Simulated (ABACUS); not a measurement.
A run of ABACUS 3.10.1:

File INPUT:

```
INPUT_PARAMETERS
suffix              Al
calculation         nscf
basis_type          pw
pseudo_dir          ./
symmetry            -1
dft_functional      LDA_X+LDA_C_PW
ecutwfc             40.0
pseudo_rcut         10
nspin               1
nbands              12
ks_solver           dav
smearing_method     fd
smearing_sigma      0.00367493
scf_thr             1e-08
scf_nmax            100
mixing_type         broyden
mixing_beta         0.7
ecutrho             320.0
init_chg            file
pw_diag_thr         1e-07
out_band            1
kpar                4
```

Contents of STRU:

```
ATOMIC_SPECIES
Al 26.9815 al_lda_v1.uspp.F.UPF

LATTICE_CONSTANT
1.8897261246

LATTICE_VECTORS
0.0000000000 2.0248050000 2.0248050000
2.0248050000 0.0000000000 2.0248050000
2.0248050000 2.0248050000 0.0000000000

ATOMIC_POSITIONS
Direct

Al
0.0
1
0.0000000000 0.0000000000 0.0000000000 1 1 1
```

The input KPT:

```
K_POINTS
12
Line
0.00000000 0.00000000 0.00000000 10 // G
0.50000000 0.00000000 0.50000000 10 // X
0.50000000 0.25000000 0.75000000 10 // W
0.37500000 0.37500000 0.75000000 10 // K
0.00000000 0.00000000 0.00000000 10 // G
0.50000000 0.50000000 0.50000000 10 // L
0.62500000 0.25000000 0.62500000 10 // U
0.50000000 0.25000000 0.75000000 10 // W
0.50000000 0.50000000 0.50000000 10 // L
0.37500000 0.37500000 0.75000000 1 // K
0.62500000 0.25000000 0.62500000 10 // U
0.50000000 0.00000000 0.50000000 1 // X
```

Potentials or basis: GBRV ultrasoft 1.5 LDA, plane waves.

Launch:

```bash
$ OMP_NUM_THREADS=1 mpirun -np 4 abacus > log
```

Hardware: 4 MPI ranks on Intel(R) Xeon(R) Platinum 8259CL CPU @ 2.50GHz (Skylake/Cascade Lake), on a shared host.

Task: Estimate the wall time of this run.

Result: Wall time 2.1 s on 4 MPI ranks on Intel(R) Xeon(R) Platinum 8259CL CPU @ 2.50GHz (Skylake/Cascade Lake), with other jobs on the host, peak memory 0.36 GiB a rank. Counts: scf iterations 1, k points 102, bands 12, ranks 4.
